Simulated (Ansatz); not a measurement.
The system is Si.

```
Si
1.0
     2.62054    0.00000    0.00000
    -1.31027    2.26946    0.00000
     0.00000    0.00000    2.46635
Si
1
Cartesian
  0.0000 0.0000 0.0000
```

This isn't the form of Si at room conditions, which is diamond.

* Program: Ansatz 0.2.0
* Task: relaxation of cell and atoms
* Functional: PBE0
* Potentials or basis: Ansatz PAW
* Cutoff: 420 eV (not typed: the program's choice for these potentials)
* k mesh: 6 × 6 × 6
* Occupations: fermi-dirac, width 0.05 eV
* Spin: no spin polarisation

At the start: volume 14.67 Å³/atom.

Task: How do energy, volume and symmetry change on relaxing?

Result: It ends after 5 steps and the volume is 14.93 Å³/atom (+1.8 %); space group P6/mmm (No. 191, to 0.05 Å).

The path:
```
step  energy change (eV)  largest force (eV/Å)  volume (Å³)
   1              0.0000                0.0000        14.67
   2             -0.0057                0.0000        14.87
   3             -0.0058                0.0000        14.91
   4             -0.0058                0.0000        14.93
   5             -0.0059                0.0000        14.93
```

Final structure:
```xyz
1
Lattice="2.6229 0.0000 0.0000 -1.3114 2.2715 0.0000 0.0000 0.0000 2.5056" Properties=species:S:1:pos:R:3 pbc="T T T"
Si    0.0000    0.0000    0.0000
```

Caveat: the k mesh is coarse (spacing up to 0.46 Å⁻¹), so the values aren't converged, least of all with exact exchange; the plane-wave basis is chosen anew once the cell has moved, so the energies of steps on either side of that aren't comparable; the PAW data sets come from PBE, with cores solved anew for the run's functional, which leaves a small shift of forces and pressure.
